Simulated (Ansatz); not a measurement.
# Where the states of Li lie

```
Li
1.0
     0.00000    2.20200    2.20200
     2.20200    0.00000    2.20200
     2.20200    2.20200    0.00000
Li
1
Direct
  0.00000 0.00000 0.00000
```

The conventional cell has a = 4.404 Å, b = 4.404 Å, c = 4.404 Å, α = 90.00°, β = 90.00°, γ = 90.00°. Li (atom 1) is surrounded by 12 Li at 3.11 Å.

The cell is COD entry 9008473, as deposited and not checked against the literature; nothing was relaxed.

Computed with Ansatz 0.2.0, DFT, PBE, all-electron LAPW, scalar-relativistic.

Numerical set-up: a Γ-centred 13×13×13 k mesh, Fermi–Dirac smearing of 0.08 eV, basis error target 0.25 meV/atom, no spin polarisation.

States per eV and cell, averaged over 0.6 eV, from -3.4 to 5.4 eV, with energies (bin centres) from the Fermi level; empty bins are left out. 

```tsv
E (eV)	total
-3.2	0.11
-2.6	0.21
-2.0	0.27
-1.4	0.32
-0.8	0.38
-0.2	0.48
0.4	0.50
1.0	0.43
1.6	0.39
2.2	0.22
2.8	0.17
3.4	0.72
4.0	0.48
4.6	0.45
5.2	0.41
```
